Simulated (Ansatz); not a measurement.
Runs of Ansatz 0.2.0 on ZnS (Wurtzite-6H). It takes space group P6_3mc (No. 186, hexagonal). Conventional cell: a = 3.812 Å, b = 3.812 Å, c = 18.690 Å, α = 90.00°, β = 90.00°, γ = 120.00°. Zn (site symmetry 3m) has 4 S at 2.33 to 2.34 Å as nearest neighbours. Zn (site symmetry 3m) has 4 S at 2.33 to 2.34 Å as nearest neighbours. Around Zn (site symmetry 3m) lie 4 S at 2.33 to 2.34 Å. S (site symmetry 3m) is surrounded by 4 Zn at 2.33 to 2.34 Å. S (site symmetry 3m) is surrounded by 4 Zn at 2.33 to 2.34 Å. S (site symmetry 3m) is surrounded by 4 Zn at 2.33 to 2.34 Å. 

```tsv
task	level	cell	k mesh	mesh quality	gap on the mesh (eV)	pressure (GPa)	V0 of scaled cells (Å³/atom)	B0 (GPa)
relaxation of cell and atoms	BPBE	relaxed	8 × 8 × 2	not flagged	2.04	0.0	-	-
equation of state	PBEsol+D3(BJ)	as given	8 × 8 × 2	not flagged	-	-	18.69	84
single point	PBE	as given	3 × 3 × 1	coarse	(a)	2.8	-	-
equation of state	BLYP+D3(BJ)	as given	8 × 8 × 2	not flagged	-	-	19.53	(b)
```

Alike in all rows: potentials or basis Ansatz PAW; no spin polarisation; cutoff (eV) 420; smearing fermi-dirac 0.05 eV.

Q: Estimate the missing entries.

A: (a) 2.14; (b) 75.

Caveats: some runs use coarse meshes; the cell was scaled at fixed shape and fractional positions, which overstates the stiffness of a crystal with free parameters, most of all of layers and chains (some runs); the plane-wave basis is chosen anew once the cell has moved, so the energies of steps on either side of that aren't comparable (some runs); the PAW data sets come from PBE, with cores solved anew for the run's functional, which leaves a small shift of forces and pressure (some runs); odd divisions of the mesh miss points on the zone boundary, where band edges often lie, so the gap on the mesh can be too wide (some runs); the potentials were made for another functional, which shifts forces and pressure (some runs).

A k mesh can miss the band edges.
